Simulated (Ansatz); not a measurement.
Bulk crystal (ScAl2) after relaxation:

```cif
data_structure
_symmetry_space_group_name_H-M 'P 1'
_symmetry_Int_Tables_number 1
_cell_length_a 5.3424
_cell_length_b 5.3424
_cell_length_c 5.3424
_cell_angle_alpha 60.000
_cell_angle_beta 60.000
_cell_angle_gamma 60.000
_cell_volume 107.82
loop_
_atom_site_label
_atom_site_type_symbol
_atom_site_fract_x
_atom_site_fract_y
_atom_site_fract_z
_atom_site_occupancy
Sc1 Sc 0.50000 0.50000 0.50000 1
Sc2 Sc 0.75000 0.75000 0.75000 1
Al1 Al 0.12500 0.12500 0.12500 1
Al2 Al 0.62500 0.12500 0.12500 1
Al3 Al 0.12500 0.62500 0.12500 1
Al4 Al 0.12500 0.12500 0.62500 1
```

Miller indices refer to the conventional cell of Fd-3m (No. 227), a = 7.555 Å, b = 7.555 Å, c = 7.555 Å, α = 90.00°, β = 90.00°, γ = 90.00°.

The (111) slab of 12 planes, 11.5 Å thick with 15 Å of vacuum as cut; outer planes Sc (top) and Al (bottom).

The calculation used Ansatz 0.2.0, DFT r2SCAN, scalar-relativistic, plane waves, PAW. Plane waves to 500 eV, a k mesh through Γ of 9×9×1 on the computed 18-atom cell and Gaussian smearing (0.10 eV); no spin polarisation. The cell repeats along c with a dipole correction in the vacuum.

With the atoms at the bulk's places:

```yaml
Surface_energy_mean_of_both_faces: 1.53 J/m²
Work_function: 3.21 eV (top), 4.34 eV (bottom)
Dipole_of_the_slab_along_+c_per_cell: 0.15 e·Å
```

Q: What changes when all atoms relax within this surface cell and its symmetry?

A: The energy falls by 0.101 J/m² a face, and the largest move is 0.21 Å.

* Surface energy (mean of both faces): 1.43 J/m²
* Work function: 3.56 eV (top), 4.36 eV (bottom)
* Dipole of the slab along +c, per cell: 0.11 e·Å

| plane (bottom to top) | atoms | spacing to next, bulk (Å) | relaxed (Å) | change (%) |
| --- | --- | --- | --- | --- |
| 1 | Al3 | 1.636 | 1.460 | -10.7 |
| 2 | Sc | 0.545 | 0.676 | +24.0 |
| 3 | Al | 0.545 | 0.606 | +11.2 |
| 4 | Sc | 1.636 | 1.589 | -2.9 |
| 5 | Al3 | 1.636 | 1.632 | -0.2 |
| 6 | Sc | 0.545 | 0.550 | +0.8 |
| 7 | Al | 0.545 | 0.527 | -3.4 |
| 8 | Sc | 1.636 | 1.678 | +2.6 |
| 9 | Al3 | 1.636 | 1.501 | -8.3 |
| 10 | Sc | 0.545 | 0.868 | +59.2 |
| 11 | Al | 0.545 | 0.163 | -70.0 |
| 12 | Sc |  |  |  |